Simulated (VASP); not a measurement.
# SnSe: restarted molecular dynamics, 2 variants

SnSe, Fm-3m (no. 225), 8 atoms in the cell. PBE, molecular dynamics; PAW potentials Sn, Se (PBE set).

| Restart from | Temperature at the end (K) | The same without a restart (K) | Potential energy at the end (eV/atom) | The same without a restart (eV/atom) | Electronic steps in the first step after the restart | Time (s) |
|---|---|---|---|---|---|---|
| CONTCAR with velocities, WAVECAR read | 243.0 | 243.0 | -4.35527 | -4.35527 | 4 | 307 |
| CONTCAR with velocities, no WAVECAR | 243.0 | 243.0 | -4.35527 | -4.35527 | 13 | 301 |

Limits: 180 fs of 8 atoms are too short for converged averages.

## Input of the first row

INCAR.step1:
```
SYSTEM = SnSe
  GGA = PE
  PREC = Normal
  ENCUT = 210
  EDIFF = 1E-6
  NELMIN = 4
  NELM = 60
  ALGO = Normal
  LREAL = Auto
  LASPH = .True.
  ISMEAR = 0
  SIGMA = 0.05
  ISYM = 0
  LWAVE = .True.
  LCHARG = .False.
  IBRION = 0
  NSW = 30
  POTIM = 3.0
  TEBEG = 1000
  ISIF = 2
  RANDOM_SEED = 705462 0 0
  MDALGO = 2
  SMASS = -3
  KPAR = 2
```

INCAR.step2, as INCAR.step1 but for:
```
- LWAVE = .True.
+ LWAVE = .False.
```

KPOINTS:
```
k-points
0
Monkhorst-Pack
  2 2 2
```

POSCAR.step1:
```
SnSe
1.0
    6.0200000000      0.0000000000      0.0000000000
    0.0000000000      6.0200000000      0.0000000000
    0.0000000000      0.0000000000      6.0200000000
Sn Se
4 4
Direct
    0.0000000000      0.0000000000      0.0000000000
    0.0000000000      0.5000000000      0.5000000000
    0.5000000000      0.0000000000      0.5000000000
    0.5000000000      0.5000000000      0.0000000000
    0.5000000000      0.0000000000      0.0000000000
    0.5000000000      0.5000000000      0.5000000000
    0.0000000000      0.0000000000      0.5000000000
    0.0000000000      0.5000000000      0.0000000000
```

Commands (each step's output is kept before the next begins):
```
cat potpaw_PBE.64/Sn/POTCAR potpaw_PBE.64/Se/POTCAR > POTCAR
cp INCAR.step1 INCAR
cp POSCAR.step1 POSCAR
mpirun -np 2 vasp_std > vasp.out
cp CONTCAR POSCAR
cp INCAR.step2 INCAR
mpirun -np 2 vasp_std > vasp.out
```

Changes of the last row against the first:
```
(step 1)
- LWAVE = True
+ LWAVE = False
```

VASP 6.6.1 took 307 s on 2 cores (AMD EPYC 7R43 (Zen 3)), a shared host.
